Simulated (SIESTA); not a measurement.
## Si2W under changes of volume

One of the cells (13.479 Å³/atom); the others are scaled copies at fixed shape and fractional positions:

```
W Si
1.0
    -1.60690    1.60690    3.91495
     1.60690   -1.60690    3.91495
     1.60690    1.60690   -3.91495
W Si
1 2
Direct
  0.00000 0.00000 0.00000
  0.66530 0.66530 0.00000
  0.33470 0.33470 0.00000
```

| Property | Result |
| --- | --- |
| Program | SIESTA 5.4.2 |
| Functional | LDA |
| Potentials or basis | PseudoDojo 0.4 standard (LDA files) |
| Basis | DZP (energy shift 0.003 Ry; two zetas on semicore shells) |
| Grid cutoff | 800 Ry |
| Energy shift | 0.003 Ry |
| k mesh | 12 × 12 × 12 |
| Occupations | fermi-dirac, width 0.05 eV |
| Spin | no spin polarisation |

```csv
volume (Å³/atom),energy over the lowest point (meV/atom),pressure (GPa),largest force (eV/Å)
12.670,15.53,10.2,0.200
12.939,3.27,4.5,0.142
13.209,0.00,-0.5,0.085
13.479,4.76,-5.0,0.031
13.748,?,?,?
14.018,35.12,-12.7,0.068
14.287,59.32,-16.0,0.115
```

What does the run at 13.748 Å³/atom give?

Energy over the lowest point 16.71 meV/atom; pressure -9.1 GPa; largest force 0.019 eV/Å.

Worked out: A Birch-Murnaghan fit of order 3 (a polynomial in V^(-2/3)) to the other rows has its minimum at 13.18 Å³/atom with B0 = V·E''(V) = 236 GPa and B' = 4.3 at fixed shape and positions, which overstates the stiffness. It gives 16.68 meV/atom at 13.748 Å³/atom, against the run's 16.71, and -dE/dV = -9.1 GPa, against -9.1.

Energies are extrapolated to zero smearing.

Caveats: short orbitals over semicore shells can move pressures by several GPa; the basis of atomic orbitals isn't converged, which shifts pressures, moduli and gaps.
